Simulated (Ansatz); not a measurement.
Input and output for Se (bcc type): DFT, PBE, all-electron LAPW, scalar-relativistic (Ansatz 0.2.0). This run: bcc relaxed under pressure.

The cell comes from a relaxation on PAW files under the same functional, begun from a prototype that needn't be the stable phase.

Command: `ansatz run input.yaml --threads 1 --pin off --max-ram 3584MiB --backend cpu --events-out ev --progress --plain --runs-dir out` It took 45 s on 1 thread of Intel(R) Xeon(R) Platinum 8375C CPU @ 2.90GHz (Ice Lake), with other jobs on the host, peak memory 0.49 GiB.

```yaml
crystal:
  lattice:
    - [-1.2751022329, 1.2751022329, 1.2751022329]
    - [1.2751022329, -1.2751022329, 1.2751022329]
    - [1.2751022329, 1.2751022329, -1.2751022329]
  atoms:
    - { symbol: Se, position: [0.0, 0.0, 0.0] }
kpoints:
  mp_grid: { grid: [21, 21, 21] }
scf:
  occupations: { method: fermi_dirac, width: 0.1 }
hamiltonian:
  xc: pbe
  pseudopotentials: { kind: all_electron, lapw: { basis_error: 0.0005 } }
output:
  forces: true
  stress: true
  eigenvalues: true
relax:
  f_tol: 0.005
  max_steps: 12
  cell: { p_target: 460.0, stress_tol: 0.23 }
```

Output:

```
The last accepted step is kept in <dir> (removed where the run ends without a failure and the disk answers)
LAPW: plane waves up to 10.997 Å⁻¹, error target 5.0e-4 eV per atom; small_component_spin mean_spin; Se in spheres of 1.071 Å, 24 of its electrons in bands, Dirac shells [] (how accurate: hamiltonian.pseudopotentials.lapw.basis_error, Limitations)
Engine: ansatz 0.2.0
Pseudopotentials: kind: all_electron
Pseudopotential: Se, LAPW, valence charge 24, lapw/all_electron/scalar/gaussian/Se, Koelling and Harmon's equation, gaussian nucleus
Functional definition: PBE
  parameter kappa = 0.804
  parameter beta = 0.06672455060314922
  exchange = pbe_x(kappa = kappa, mu = beta*pi^2/3)
  correlation = pbe_c(beta = beta)
Crystal: 1 atoms, lattice volume = 8.293 Å³
Basis set: ecut = 460.73394314349366 eV, 177 PW (Γ), exchange–correlation at level 2
Bands: 16, of which v1, the nominal top of the filled ones, is band 12 counted from 1 (11 counted from 0)
Symmetry: 48 space group operations
Space group: Im-3m (ITA 229), of the structure as read, at distance tolerance 2.0e-5 Å
k-points: 286 of 9261
Non-local potential: Se, projectors of the file, none
Initial density: superposition of atomic densities (chi_scale 0.1, normalization cell)
Initial wavefunctions: plane waves of lowest kinetic energy (no species holds an atomic orbital)
Functional: x = pbe(κ = 0.804, μ = 0.2195149727645171), c = pbe(β = 0.06672455060314922)
iter 1 solved again at ethr=1.36e-4 eV; its pass at ethr=1.00e-1 eV (dr2=3.26e-2 eV) is discarded
SCF iter   1: F=—  HF=-66117.223943 eV  |F-HF|=—  |Δ(HF+E_count)|=         —  Δρ=3.17e-2  dr2=3.25e-2  ethr=1.36e-4  ⟨swp⟩=3.1  Hψ=31128  notcnv=0
preconditioner: auto → none  [metal: Δε(μ)=0.006 eV  Ē_g=48.448 eV  σ=0.100 eV  W_gap=0.02  n_scr=0 (ndim 8)  ℏωp=51.6 eV  f_vac=0.000  D(μ)=0.33/eV (n_scr^D=0)]
SCF iter   2: F=—  HF=-66117.221386 eV  |F-HF|=—  |Δ(HF+E_count)|=   2.56e-3  Δρ=1.58e-2  dr2=8.19e-3  ethr=1.36e-4  ⟨swp⟩=2.0  Hψ=12580  notcnv=0
iter 3 solved again at ethr=2.76e-9 eV; its pass at ethr=3.41e-5 eV (dr2=6.63e-7 eV) is discarded
SCF iter   3: F=—  HF=-66117.220837 eV  |F-HF|=—  |Δ(HF+E_count)|=   5.48e-4  Δρ=1.34e-4  dr2=6.46e-7  ethr=2.76e-9  ⟨swp⟩=3.0  Hψ=23193  notcnv=0
SCF iter   4: F=—  HF=-66117.220837 eV  |F-HF|=—  |Δ(HF+E_count)|=   3.63e-7  Δρ=2.21e-5  dr2=1.66e-8  ethr=2.69e-9  ⟨swp⟩=2.0  Hψ=12580  notcnv=0
SCF iter   5: F=-66117.220837 eV  HF=-66117.220837 eV  |F-HF|=4.25e-9  |Δ(HF+E_count)|=   4.06e-7  Δρ=8.82e-6  dr2=1.40e-9  ethr=6.90e-11  ⟨swp⟩=2.1  Hψ=12621  notcnv=0
SCF 1 converged in 5 iterations: F = -66117.220837 eV  dr2 = 1.40e-9
relax step   1: F+E_penalty+E_count = -66117.22083669 eV  Δ(F+E_penalty+E_count) = +0.000e0 eV  max|allowed force component| = 0.000e0 eV/Å  Δτ_max = 0.0000 Å  P = +460.140 GPa  Ω = 8.293 Å³  (5 SCF iters, accepted)
Initial density: handed on by an earlier stage of this run
Initial wavefunctions: those handed on with the density
iter 1 solved again at ethr=5.75e-12 eV; its pass at ethr=1.00e-1 eV (dr2=1.38e-9 eV) is discarded
SCF iter   1: F=—  HF=-66117.220837 eV  |F-HF|=—  |Δ(HF+E_count)|=         —  Δρ=8.83e-6  dr2=1.39e-9  ethr=5.75e-12  ⟨swp⟩=5.2  Hψ=24394  notcnv=0  reapply=12
preconditioner: auto → none  [metal: Δε(μ)=0.006 eV  Ē_g=48.512 eV  σ=0.100 eV  W_gap=0.01  n_scr=0 (ndim 8)  ℏωp=51.6 eV  f_vac=0.000  D(μ)=0.33/eV (n_scr^D=0)]
SCF iter   2: F=-66117.220837 eV  HF=-66117.220837 eV  |F-HF|=2.01e-9  |Δ(HF+E_count)|=   4.89e-9  Δρ=4.91e-6  dr2=4.99e-10  ethr=5.75e-12  ⟨swp⟩=2.1  Hψ=12600  notcnv=0
SCF 2 converged in 2 iterations: F = -66117.220837 eV  dr2 = 4.99e-10
relax step   2: F+E_penalty+E_count = -66117.22083669 eV  Δ(F+E_penalty+E_count) = -1.848e-9 eV  max|allowed force component| = 0.000e0 eV/Å  Δτ_max = 0.0000 Å  P = +460.140 GPa  Ω = 8.293 Å³  stress off target by 1.40e-1 GPa  SCF on the basis re-selected at this cell (its energy is not comparable with the rows above)  (2 SCF iters)
basis re-selected at this cell: Δ(F+E_penalty+E_count) = -1.848e-9 eV, ΔP = +0.000 GPa vs the last step (what re-selecting the basis moved, after the strain that the cell walked since its last selection, with what the two solves' SCF thresholds leave and, on support functions, any second-order correction that the steps lacked; it is no measure of the basis error at this ecutwfc). This SCF's stress stands 1.40e-1 GPa from its target on what of the cell is left free (relax.cell.stress_tol is 2.30e-1 GPa) and its largest allowed force component is 0.00e0 eV/Å (relax.f_tol is 5.00e-3 eV/Å): within both
SCF converged after 2 iterations
Free energy (F): -66117.220837 eV
Harris-Foulkes:  -66117.220837 eV  (|F-HF|=2.01e-9)
Internal energy: -66117.210124 eV  (E = F + TS)
E sigma→0 (E₀):  -66117.215480 eV
Entropy (-TS):   -0.010712 eV (-10.712 meV/atom)
Fermi energy:    37.383923 eV
--- Per-component energies (eV) ---
  E_band       = -1013.024609
  E_kinetic    = 67754.566857
  E_xc         = -2408.507605
  E_electrostatic = -131463.269376  (all electrons and nuclei)
  E_smearing   = -0.010712  (= −TS)
  E_closure    = 0.000000  (closes the sum)
  E_atoms      = -66122.172007  (free atoms, spherical and without spin; not in F)
  Σ components = -66117.220837   (vs F -66117.220837, Δ=0.00e0)
  Basis errors (estimates in eV, not in F): energy 1.4e-4 per atom: plane waves 1.3e-4 (7.0e-5 summed), levels above the bands 1.5e-71, relativity 3.2e-8, radial functions 6.7e-6, core shells 5.7e-12; eigenvalues (radial functions only) 6.7e-6; not estimated: angular momenta, meshes, grids; target (lapw.basis_error) 5.0e-4; muffin-tin radii Se 1.071 Å
--- Forces (eV/Å), atoms counted from 1 ---
  atom   1  Se    -0.00000000     0.00000000    -0.00000000
  max |Σ_I F_I| component: 2.88e-32 eV/Å
--- Stress (GPa, compression-positive) ---
      460.140307       0.000000      -0.000000
        0.000000     460.140307      -0.000000
       -0.000000      -0.000000     460.140307
  P = ⅓ Tr σ = 460.1403 GPa (4601.403 kbar)
--- Band table (eV; the first three rows and the last of 286) ---
  k-point 0: bands = ["-173.9697", "-113.4483", "-113.4483", "-113.4483", "-13.9255", "-13.9255", "-13.9255", "-13.6910", "-13.6910", "7.7869", "48.8362", "48.8362", "48.8362", "53.1366", "53.1366", "53.1366"]
  k-point 1: bands = ["-173.9697", "-113.4488", "-113.4485", "-113.4483", "-13.9273", "-13.9230", "-13.9171", "-13.6931", "-13.6912", "7.8936", "47.5362", "47.9814", "48.6160", "52.2015", "52.7905", "54.1613"]
  k-point 2: bands = ["-173.9694", "-113.4504", "-113.4491", "-113.4482", "-13.9328", "-13.9160", "-13.8928", "-13.6989", "-13.6918", "8.2142", "44.6871", "46.4012", "47.9792", "50.7150", "51.7584", "54.5968"]
  k-point 285: bands = ["-173.9635", "-113.4678", "-113.4678", "-113.4678", "-13.9802", "-13.9784", "-13.5808", "-13.5808", "-13.5800", "28.0995", "28.9634", "28.9634", "32.3831", "35.2537", "35.7640", "70.1901"]
--- Relaxed structure (1 steps of the walk, 1 accepted, 1 SCFs on fresh bases) ---
  F+E_penalty+E_count = -66117.22083669 eV   max|allowed force component| = 0.000e0 eV/Å   (the final SCF, on the basis selected at the relaxed cell)
  cell:  # Å, volume = 8.2927 Å³
    - [-1.2751022329, 1.2751022329, 1.2751022329]
    - [1.2751022329, -1.2751022329, 1.2751022329]
    - [1.2751022329, 1.2751022329, -1.2751022329]
  atoms:
    - { symbol: Se, position: [0.0, 0.0, 0.0] }
```

Next run (hcp relaxed under pressure), as changes to the input before:

```diff
   lattice:
-    - [-1.2751022329, 1.2751022329, 1.2751022329]
-    - [1.2751022329, -1.2751022329, 1.2751022329]
-    - [1.2751022329, 1.2751022329, -1.2751022329]
+    - [2.3086364249, 0.0, 0.0]
+    - [-1.1543182125, 1.9993377921, 0.0]
+    - [0.0, 0.0, 3.5910023813]
   atoms:
-    - { symbol: Se, position: [0.0, 0.0, 0.0] }
+    - { symbol: Se, position: [0.3333333333, 0.6666666667, 0.25] }
+    - { symbol: Se, position: [0.6666666667, 0.3333333333, 0.75] }
 kpoints:
-  mp_grid: { grid: [21, 21, 21] }
+  mp_grid: { grid: [19, 19, 10] }
 scf:
```

Command: `ansatz run input.yaml --threads 1 --pin off --max-ram 3584MiB --backend cpu --events-out ev --progress --plain --runs-dir out` It took 74 s on 1 thread of Intel(R) Xeon(R) Platinum 8375C CPU @ 2.90GHz (Ice Lake) (shared host), peak memory 0.83 GiB.

Results part of the output:

```
basis re-selected at this cell: Δ(F+E_penalty+E_count) = -4.366e-9 eV, ΔP = -0.000 GPa vs the last step (what re-selecting the basis moved, after the strain that the cell walked since its last selection, with what the two solves' SCF thresholds leave and, on support functions, any second-order correction that the steps lacked; it is no measure of the basis error at this ecutwfc). This SCF's stress stands 2.02e-1 GPa from its target on what of the cell is left free (relax.cell.stress_tol is 2.30e-1 GPa) and its largest allowed force component is 2.31e-17 eV/Å (relax.f_tol is 5.00e-3 eV/Å): within both
SCF converged after 2 iterations
Free energy (F): -132234.427497 eV
Harris-Foulkes:  -132234.427497 eV  (|F-HF|=2.04e-10)
Internal energy: -132234.405715 eV  (E = F + TS)
E sigma→0 (E₀):  -132234.416606 eV
Entropy (-TS):   -0.021782 eV (-10.891 meV/atom)
Fermi energy:    37.180533 eV
--- Per-component energies (eV) ---
  E_band       = -2026.075471
  E_kinetic    = 135509.080855
  E_xc         = -4816.983515
  E_electrostatic = -262926.503055  (all electrons and nuclei)
  E_smearing   = -0.021782  (= −TS)
  E_closure    = 0.000000  (closes the sum)
  E_atoms      = -132244.344015  (free atoms, spherical and without spin; not in F)
  Σ components = -132234.427497   (vs F -132234.427497, Δ=0.00e0)
  Basis errors (estimates in eV, not in F): energy 1.3e-4 per atom: plane waves 1.2e-4 (6.4e-5 summed), levels above the bands 5.8e-45, relativity 3.2e-8, radial functions 5.3e-6, core shells 1.8e-11; eigenvalues (radial functions only) 5.1e-7; not estimated: angular momenta, meshes, grids; target (lapw.basis_error) 5.0e-4; muffin-tin radii Se 1.085 Å
--- Forces (eV/Å), atoms counted from 1 ---
[... lines left out ...]
--- Stress (GPa, compression-positive) ---
      460.201845       0.000000       0.000000
        0.000000     460.201845       0.000000
        0.000000       0.000000     460.073899
  P = ⅓ Tr σ = 460.1592 GPa (4601.592 kbar)
--- Band table (eV; the first three rows and the last of 240) ---
  k-point 0: bands = ["-173.9731", "-173.9693", "-113.5043", "-113.4776", "-113.4450", "-113.4450", "-113.4398", "-113.4398", "-13.9222", "-13.8816", "-13.8366", "-13.8366", "-13.8327", "-13.8327", "-13.8090", "-13.8090", "-13.6341", "-13.6341", "7.7610", "19.6534", "19.7617", "41.8274", "41.8274", "45.3045", "45.3045", "49.1850", "49.2982", "50.4894", "53.4287"]
  k-point 1: bands = ["-173.9730", "-173.9694", "-113.5037", "-113.4782", "-113.4449", "-113.4449", "-113.4400", "-113.4400", "-13.9207", "-13.8821", "-13.8561", "-13.8561", "-13.8130", "-13.8130", "-13.8077", "-13.8077", "-13.6357", "-13.6357", "7.8797", "17.4440", "22.1967", "41.9386", "41.9386", "45.3463", "45.3463", "47.8715", "49.2351", "50.6321", "52.3366"]
  k-point 2: bands = ["-173.9728", "-173.9697", "-113.5018", "-113.4801", "-113.4445", "-113.4445", "-113.4403", "-113.4403", "-13.9166", "-13.8837", "-13.8704", "-13.8704", "-13.8238", "-13.8238", "-13.7774", "-13.7774", "-13.6410", "-13.6410", "8.2361", "15.4125", "24.9035", "42.2679", "42.2679", "44.7869", "45.4302", "45.4302", "49.3832", "50.7585", "50.8205"]
  k-point 239: bands = ["-173.9696", "-173.9696", "-113.4911", "-113.4911", "-113.4520", "-113.4520", "-113.4501", "-113.4501", "-13.9403", "-13.9403", "-13.8148", "-13.8148", "-13.7416", "-13.7416", "-13.7099", "-13.7099", "-13.6362", "-13.6362", "21.9131", "21.9131", "23.5212", "23.5212", "25.3317", "25.3317", "42.8139", "42.8139", "48.5620", "48.5620", "49.6412"]
--- Relaxed structure (1 steps of the walk, 1 accepted, 1 SCFs on fresh bases) ---
  F+E_penalty+E_count = -132234.42749709 eV   max|allowed force component| = 2.313e-17 eV/Å   (the final SCF, on the basis selected at the relaxed cell)
  cell:  # Å, volume = 16.5751 Å³
    - [2.308636424919927, 2.8867585251083455e-11, 0.0]
    - [-1.1543182124849634, 1.9993377920683089, 0.0]
    - [0.0, 0.0, 3.5910023813]
  atoms:
    - { symbol: Se, position: [0.3333333333333333, 0.6666666666666665, 0.24999999999999994] }
    - { symbol: Se, position: [0.6666666666666666, 0.33333333333333326, 0.7499999999999998] }
```

Next run (sc relaxed under pressure), as changes to the input before:

```diff
   lattice:
-    - [2.3086364249, 0.0, 0.0]
-    - [-1.1543182125, 1.9993377921, 0.0]
-    - [0.0, 0.0, 3.5910023813]
+    - [2.0527137858, 0.0, 0.0]
+    - [0.0, 2.0527137858, 0.0]
+    - [0.0, 0.0, 2.0527137858]
   atoms:
-    - { symbol: Se, position: [0.3333333333, 0.6666666667, 0.25] }
-    - { symbol: Se, position: [0.6666666667, 0.3333333333, 0.75] }
+    - { symbol: Se, position: [0.0, 0.0, 0.0] }
 kpoints:
-  mp_grid: { grid: [19, 19, 10] }
+  mp_grid: { grid: [18, 18, 18] }
 scf:
```

Command: `ansatz run input.yaml --threads 1 --pin off --max-ram 3584MiB --backend cpu --events-out ev --progress --plain --runs-dir out` It took 34 s on 1 thread of Intel(R) Xeon(R) Platinum 8375C CPU @ 2.90GHz (Ice Lake), on a shared host, peak memory 0.49 GiB.

Results part of the output:

```
basis re-selected at this cell: Δ(F+E_penalty+E_count) = -3.187e-9 eV, ΔP = -0.000 GPa vs the last step (what re-selecting the basis moved, after the strain that the cell walked since its last selection, with what the two solves' SCF thresholds leave and, on support functions, any second-order correction that the steps lacked; it is no measure of the basis error at this ecutwfc). This SCF's stress stands 1.51e-1 GPa from its target on what of the cell is left free (relax.cell.stress_tol is 2.30e-1 GPa) and its largest allowed force component is 0.00e0 eV/Å (relax.f_tol is 5.00e-3 eV/Å): within both
SCF converged after 2 iterations
Free energy (F): -66116.393195 eV
Harris-Foulkes:  -66116.393195 eV  (|F-HF|=2.18e-10)
Internal energy: -66116.381545 eV  (E = F + TS)
E sigma→0 (E₀):  -66116.387370 eV
Entropy (-TS):   -0.011649 eV (-11.649 meV/atom)
Fermi energy:    36.273710 eV
--- Per-component energies (eV) ---
  E_band       = -1056.962199
  E_kinetic    = 67756.607436
  E_xc         = -2408.780728
  E_electrostatic = -131464.208253  (all electrons and nuclei)
  E_smearing   = -0.011649  (= −TS)
  E_closure    = -0.000000  (closes the sum)
  E_atoms      = -66122.172007  (free atoms, spherical and without spin; not in F)
  Σ components = -66116.393195   (vs F -66116.393195, Δ=0.00e0)
  Basis errors (estimates in eV, not in F): energy 1.8e-4 per atom: plane waves 1.6e-4 (8.9e-5 summed), levels above the bands 1.2e-28, relativity 2.9e-8, radial functions 1.7e-5, core shells 1.0e-10; eigenvalues (radial functions only) 3.9e-7; not estimated: angular momenta, meshes, grids; target (lapw.basis_error) 5.0e-4; muffin-tin radii Se 0.996 Å
--- Forces (eV/Å), atoms counted from 1 ---
  atom   1  Se    -0.00000000     0.00000000    -0.00000000
  max |Σ_I F_I| component: 7.40e-32 eV/Å
--- Stress (GPa, compression-positive) ---
      459.849485      -0.000000       0.000000
       -0.000000     459.849485       0.000000
        0.000000       0.000000     459.849485
  P = ⅓ Tr σ = 459.8495 GPa (4598.495 kbar)
--- Band table (eV; the first three rows and the last of 220) ---
  k-point 0: bands = ["-175.8168", "-115.2853", "-115.2853", "-115.2853", "-16.1269", "-16.1269", "-15.4186", "-15.4186", "-15.4186", "6.4909", "40.2242", "40.2242", "40.2242", "42.7781", "42.7781", "52.7739"]
  k-point 1: bands = ["-175.8167", "-115.2867", "-115.2852", "-115.2852", "-16.1258", "-16.1105", "-15.4242", "-15.4242", "-15.4182", "6.6008", "37.9534", "40.3376", "40.3376", "42.8667", "44.8193", "53.2352"]
  k-point 2: bands = ["-175.8162", "-115.2908", "-115.2849", "-115.2849", "-16.1224", "-16.0632", "-15.4401", "-15.4401", "-15.4169", "6.9308", "34.7555", "40.6756", "40.6756", "43.1322", "47.1649", "54.7749"]
  k-point 219: bands = ["-175.8014", "-115.3249", "-115.3249", "-115.3249", "-15.8249", "-15.8249", "-15.8249", "-15.2069", "-15.2069", "28.5970", "28.5970", "28.5970", "35.2396", "37.5609", "37.5609", "37.5609"]
--- Relaxed structure (1 steps of the walk, 1 accepted, 1 SCFs on fresh bases) ---
  F+E_penalty+E_count = -66116.39319460 eV   max|allowed force component| = 0.000e0 eV/Å   (the final SCF, on the basis selected at the relaxed cell)
  cell:  # Å, volume = 8.6494 Å³
    - [2.0527137858, 0.0, 0.0]
    - [0.0, 2.0527137858, 0.0]
    - [0.0, 0.0, 2.0527137858]
  atoms:
    - { symbol: Se, position: [0.0, 0.0, 0.0] }
```

Next run (beta tin relaxed under pressure), as changes to the input before:

```diff
   lattice:
-    - [2.0527137858, 0.0, 0.0]
-    - [0.0, 2.0527137858, 0.0]
-    - [0.0, 0.0, 2.0527137858]
+    - [-2.0025434993, 2.0025434993, 1.0657169113]
+    - [2.0025434993, -2.0025434993, 1.0657169113]
+    - [2.0025434993, 2.0025434993, -1.0657169113]
   atoms:
-    - { symbol: Se, position: [0.0, 0.0, 0.0] }
+    - { symbol: Se, position: [-0.375, -0.125, -0.25] }
+    - { symbol: Se, position: [0.375, 0.125, 0.25] }
 kpoints:
-  mp_grid: { grid: [18, 18, 18] }
+  mp_grid: { grid: [20, 20, 20] }
 scf:
```

Results part of the output:

```
basis re-selected at this cell: Δ(F+E_penalty+E_count) = +6.278e-8 eV, ΔP = -0.000 GPa vs the last step (what re-selecting the basis moved, after the strain that the cell walked since its last selection, with what the two solves' SCF thresholds leave and, on support functions, any second-order correction that the steps lacked; it is no measure of the basis error at this ecutwfc). This SCF's stress stands 2.24e-1 GPa from its target on what of the cell is left free (relax.cell.stress_tol is 2.30e-1 GPa) and its largest allowed force component is 1.04e-17 eV/Å (relax.f_tol is 5.00e-3 eV/Å): within both
SCF converged after 2 iterations
Free energy (F): -132233.150439 eV
Harris-Foulkes:  -132233.150439 eV  (|F-HF|=3.78e-10)
Internal energy: -132233.130766 eV  (E = F + TS)
E sigma→0 (E₀):  -132233.140603 eV
Entropy (-TS):   -0.019673 eV (-9.836 meV/atom)
Fermi energy:    36.320521 eV
--- Per-component energies (eV) ---
  E_band       = -2088.247014
  E_kinetic    = 135512.128837
  E_xc         = -4817.046635
  E_electrostatic = -262928.212969  (all electrons and nuclei)
  E_smearing   = -0.019673  (= −TS)
  E_closure    = 0.000000  (closes the sum)
  E_atoms      = -132244.344015  (free atoms, spherical and without spin; not in F)
  Σ components = -132233.150439   (vs F -132233.150439, Δ=0.00e0)
  Basis errors (estimates in eV, not in F): energy 1.7e-4 per atom: plane waves 1.6e-4 (8.7e-5 summed), levels above the bands 1.4e-36, relativity 3.0e-8, radial functions 9.7e-6, core shells 7.1e-11; eigenvalues (radial functions only) 1.6e-7; not estimated: angular momenta, meshes, grids; target (lapw.basis_error) 5.0e-4; muffin-tin radii Se 1.005 Å
--- Forces (eV/Å), atoms counted from 1 ---
[... lines left out ...]
--- Stress (GPa, compression-positive) ---
      459.776104       0.000000       0.000000
        0.000000     459.776104      -0.000000
        0.000000      -0.000000     459.846659
  P = ⅓ Tr σ = 459.7996 GPa (4597.996 kbar)
--- Band table (eV; the first three rows and the last of 641) ---
  k-point 0: bands = ["-175.2940", "-175.2849", "-114.8043", "-114.8043", "-114.7682", "-114.7682", "-114.7649", "-114.7639", "-15.5126", "-15.3827", "-15.3105", "-15.3024", "-15.0217", "-15.0217", "-15.0081", "-15.0081", "-14.9111", "-14.7715", "6.9061", "24.0271", "24.0271", "25.0007", "32.1052", "41.9536", "41.9536", "43.1861", "44.9580", "46.5780", "47.1436"]
  k-point 1: bands = ["-175.2939", "-175.2850", "-114.8041", "-114.8040", "-114.7687", "-114.7684", "-114.7646", "-114.7639", "-15.5093", "-15.3831", "-15.3077", "-15.3041", "-15.0233", "-15.0203", "-15.0075", "-15.0071", "-14.9130", "-14.7745", "6.9531", "23.0191", "24.0788", "25.8697", "32.3685", "40.8934", "41.6350", "44.0365", "44.8672", "46.7186", "47.2825"]
  k-point 2: bands = ["-175.2938", "-175.2851", "-114.8035", "-114.8034", "-114.7700", "-114.7691", "-114.7639", "-114.7638", "-15.4993", "-15.3842", "-15.3090", "-15.2995", "-15.0284", "-15.0164", "-15.0057", "-15.0043", "-14.9183", "-14.7834", "7.0942", "21.5932", "24.2336", "26.8826", "33.1536", "39.3772", "40.8317", "44.6236", "44.6239", "47.4878", "47.5374"]
  k-point 640: bands = ["-175.2894", "-175.2894", "-114.8076", "-114.8076", "-114.7652", "-114.7652", "-114.7644", "-114.7644", "-15.4011", "-15.4011", "-15.1147", "-15.1147", "-15.0750", "-15.0750", "-15.0170", "-15.0170", "-15.0015", "-15.0015", "15.3135", "15.3135", "17.7511", "17.7511", "39.8143", "39.8143", "49.0199", "49.0199", "53.2818", "53.2818", "54.9477"]
--- Relaxed structure (2 steps of the walk, 2 accepted, 1 SCFs on fresh bases) ---
  F+E_penalty+E_count = -132233.15043914 eV   max|allowed force component| = 1.041e-17 eV/Å   (the final SCF, on the basis selected at the relaxed cell)
  cell:  # Å, volume = 17.0990 Å³
    - [-2.0028234322126535, 2.0028234322126535, 1.06567640092236]
    - [2.0028234322126535, -2.0028234322126535, 1.06567640092236]
    - [2.0028234322126535, 2.0028234322126535, -1.06567640092236]
  atoms:
    - { symbol: Se, position: [-0.37500000000000006, -0.12499999999999997, -0.25000000000000006] }
    - { symbol: Se, position: [0.37500000000000006, 0.12499999999999997, 0.25000000000000006] }
```
